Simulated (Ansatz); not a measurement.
**AlRu: symmetry broken, then relaxed**

Level of theory: Ansatz, DFT LDA, scalar-relativistic, plane waves, PAW. Cutoff 420 eV, Γ-centred 12×12×12 k-points, Gaussian smearing of 0.15 eV. No spin polarisation. Energies are free energies at this smearing, counted from the undisturbed cell; pressure is positive in compression.

Reference structure (relaxed at this level; it needn't be the usual structure):

```xyz
2
Lattice="2.9538 0.0000 0.0000 0.0000 2.9538 0.0000 0.0000 0.0000 2.9538" Properties=species:S:1:pos:R:3 pbc="T T T"
Al    0.0000    0.0000    0.0000
Ru    1.4769    1.4769    1.4769
```

The atoms are displaced (Å, in the unstrained cell):

```csv
atom,ux,uy,uz
Al1,0.167,0.171,-0.383
Ru2,-0.167,-0.171,0.383
```

The cell is strained by (-0.0054, 0.0019, -0.0007, 0.0132, -0.0052, 0.0152) (xx, yy, zz, yz, xz, xy; engineering shear). Cell and atoms are then relaxed.

Task: Does the relaxation return to the undisturbed structure?

Result: Yes (up to a choice of domain or origin): same space group and volume, and an energy 0.0 meV/atom from it. The disturbance itself cost 2711.9 meV/atom. The final space group reads Pm-3m (tolerance 0.05 Å) and the volume changes by -0.03 %.

Final structure:

```xyz
2
Lattice="2.9534 0.0001 -0.0002 0.0001 2.9535 -0.0001 -0.0002 -0.0001 2.9535" Properties=species:S:1:pos:R:3 pbc="T T T"
Al    2.9536    2.9537   -0.0003
Ru    1.4767    1.4768    1.4766
```

The relaxation, step by step (energy from the first step; small jumps at an unchanged geometry come where the plane waves are selected anew for the new cell):

```tsv
step	ΔE (meV/atom)	largest force component (eV/Å)	pressure (GPa)
1	0.0	11.561	78.62
2	-2137.9	3.676	15.73
3	-2652.0	0.900	5.98
4	-2710.7	0.015	-2.39
5	-2711.8	0.001	-0.01
6	-2711.9	0.001	-0.02
```

Frames along the relaxation (Å, eV/Å):

```xyz
2
Lattice="2.938 0.022 -0.008 0.022 2.959 0.020 -0.008 0.020 2.952" Properties=species:S:1:pos:R:3:forces:R:3 pbc="T T T" step=1
Al    0.168    0.170   -0.382  -11.037  -11.561    9.981
Ru    1.308    1.330    1.864   11.037   11.561   -9.981
2
Lattice="3.013 0.019 -0.022 0.019 3.023 0.003 -0.022 0.004 2.895" Properties=species:S:1:pos:R:3:forces:R:3 pbc="T T T" step=2
Al    0.107    0.104   -0.210   -2.516   -2.701    3.676
Ru    1.399    1.418    1.648    2.516    2.701   -3.675
2
Lattice="2.904 0.014 -0.001 0.014 2.901 0.004 0.000 0.004 3.009" Properties=species:S:1:pos:R:3:forces:R:3 pbc="T T T" step=3
Al    0.049    0.052   -0.027   -0.835   -0.900    0.537
Ru    1.410    1.407    1.534    0.835    0.900   -0.537
2
Lattice="2.964 -0.002 0.000 -0.002 2.964 -0.001 0.000 -0.001 2.963" Properties=species:S:1:pos:R:3:forces:R:3 pbc="T T T" step=4
Al    0.000   -0.001    0.001    0.005    0.009   -0.015
Ru    1.481    1.481    1.480   -0.005   -0.009    0.015
2
Lattice="2.953 0.000 0.000 0.000 2.954 0.000 0.000 0.000 2.953" Properties=species:S:1:pos:R:3:forces:R:3 pbc="T T T" step=5
Al    0.000    0.000    0.000    0.000    0.001    0.000
Ru    1.477    1.477    1.477    0.000   -0.001    0.000
2
Lattice="2.953 0.000 0.000 0.000 2.954 0.000 0.000 0.000 2.953" Properties=species:S:1:pos:R:3:forces:R:3 pbc="T T T" step=6
Al    0.000    0.000    0.000    0.000    0.001    0.000
Ru    1.477    1.477    1.477    0.000   -0.001    0.000
```